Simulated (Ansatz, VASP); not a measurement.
One calculation of ZnS, two programs

```
CELL_PARAMETERS angstrom
0.00000 2.65618 2.65618
2.65618 0.00000 2.65618
2.65618 2.65618 0.00000
ATOMIC_POSITIONS crystal
Zn 0.00000 0.00000 0.00000
S 0.75000 0.75000 0.75000
```

Alike in both runs: functional PBE; k mesh 10 × 10 × 10; no spin polarisation.

Ansatz relaxed the structure, and its values are those at the end. VASP's run is a single point on that final structure, the one shown.

|  | VASP | Ansatz |
| --- | --- | --- |
| version | VASP 6.6.1 | Ansatz 0.2.0 |
| potentials or method | VASP PAW PBE potentials, release 64 (Zn, S) | scalar-relativistic, plane waves, PAW |
| plane-wave cutoff (eV) | 520 | 420 |
| occupations | gaussian, width 0.01 eV | fixed |
| valence electrons in the cell | 18 | 18 |

|  | VASP | Ansatz | Ansatz less VASP |
| --- | --- | --- | --- |
| gap on the k mesh at the Fermi level (eV) | 2.34 | 2.33 | -0.008 |
| least direct gap on the mesh (eV) | 2.34 | 2.33 | -0.008 |
| pressure (GPa) | 6.1 | 6.0 | -0.13 |

Expect the measured gap to be larger: semilocal functionals such as PBE lack the derivative discontinuity.
